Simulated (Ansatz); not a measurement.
MgO (Fm-3m)

Computed with DFT PBE, scalar-relativistic, plane waves, PAW in Ansatz.

Cutoff 420 eV; k points 10×10×10 on the computed 2-atom cell (Γ-centred); Gaussian smearing, width 0.02 eV; no spin polarisation.

The structure is relaxed at this level of theory with its symmetry kept.

```
Mg O
1.0
     0.00000    2.12685    2.12685
     2.12685    0.00000    2.12685
     2.12685    2.12685    0.00000
Mg O
1 1
Direct
  0.00000 0.00000 0.00000
  0.50000 0.50000 0.50000
```

Problem. Formation energy from the elements' standard states (uncorrected)?

Solution. -2.685 eV/atom.

Problem. Kohn–Sham band gap?

Solution. 4.46 eV, direct at Γ.

Problem. Löwdin character of the top 1 eV of the valence band?

Solution. O 2p 98 %.

Problem. Löwdin character of the lowest 1 eV of the conduction band?

Solution. Mg 3s 56 %, O 2s 33 %, O 2p 10 %.

Problem. Electron masses at the edge by Cartesian direction of the standard setting (m_e; degenerate bands sorted by energy; no spin-orbit coupling)?

Solution. x: 0.34; y: 0.34; z: 0.34.

Problem. Hole masses at the edge by Cartesian direction of the standard setting (m_e; degenerate bands sorted by energy; no spin-orbit coupling)?

Solution. x: 2.2, 2.2, 0.38; y: 2.2, 2.2, 0.38; z: 2.2, 2.2, 0.38.

Problem. Bulk modulus?

Solution. 149 GPa.

Problem. Its pressure derivative?

Solution. 4.1.

Problem. Electronic dielectric constant xx, yy, zz of the standard setting (independent particles)?

Solution. 3.3, 3.3, 3.3.

Problem. Bader charges (e)?

Solution. Mg (1 in the cell) 1.72, O (1 in the cell) -1.72.